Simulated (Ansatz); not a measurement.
Write the native input for Ansatz 0.2.0 that does the following.

```yaml
Task: single point
Functional: PBE
Potentials_or_basis: all-electron LAPW, scalar-relativistic
Cutoff: 370 eV (chosen from the basis error)
Basis_error_allowed: 0.001 eV/atom
k_mesh: 11 × 11 × 11
Occupations: fermi-dirac, width 0.05 eV
Spin: collinear spin, ferromagnetic start
Starting_moments: "[3.0, 0.0] μB"
```

The system is FeO.

```xyz
2
Lattice="0.0000 2.1554 2.1554 2.1554 0.0000 2.1554 2.1554 2.1554 0.0000" Properties=species:S:1:pos:R:3 pbc="T T T"
Fe    0.0449    0.0680    0.0221
O     2.1631    2.1655    2.2137
```

The cell isn't the ideal one: atoms moved at random, drawn with an rms of 0.05 Å.

One way to write it, as run:

input.yaml

```yaml
crystal:
  lattice:
    - [0.0, 2.15540016, 2.15540016]
    - [2.15540016, 0.0, 2.15540016]
    - [2.15540016, 2.15540016, 0.0]
  atoms:
    - { symbol: Fe, position: [0.010502, -0.000227, 0.021058], spin: 3.0 }
    - { symbol: O, position: [0.514065, 0.512988, 0.490605] }
kpoints:
  mp_grid: { grid: [11, 11, 11] }
scf:
  occupations: { method: fermi_dirac, width: 0.05 }
hamiltonian:
  xc: pbe
  pseudopotentials: { kind: all_electron, lapw: { basis_error: 0.001 } }
magnetization:
  spin_polarized: true
output:
  forces: true
  stress: true
  eigenvalues: true
  populations: true
```

Potentials or basis: all-electron LAPW, scalar-relativistic.

Run with:

```console
$ ansatz run input.yaml --threads 2 --pin off --max-ram 6144MiB --backend cpu --events-out ev --progress --plain --runs-dir out
```

Results of the run:

```yaml
Pressure: 0.2 GPa
Largest_force: 0.232 eV/Å
Band_gap_on_the_k_mesh: none (metal or under the smearing width)
Net_moment: 4.00 μB per cell
Absolute_moment: 4.01 μB per cell
Site_moments: Fe +3.60; O +0.32 μB
Loewdin_charges: Fe +1.16; O -1.02 e
```

Caveat: the atomic charges don't sum to the cell's charge; a cell with one magnetic atom can't hold antiferromagnetic order, which such compounds often take; semilocal functionals often make such compounds metallic where correlation or magnetic order opens a gap, which also shifts bond lengths.

It took 3.9 min on 2 threads of Arm Neoverse V1, with other jobs on the host, peak memory 1.6 GiB.
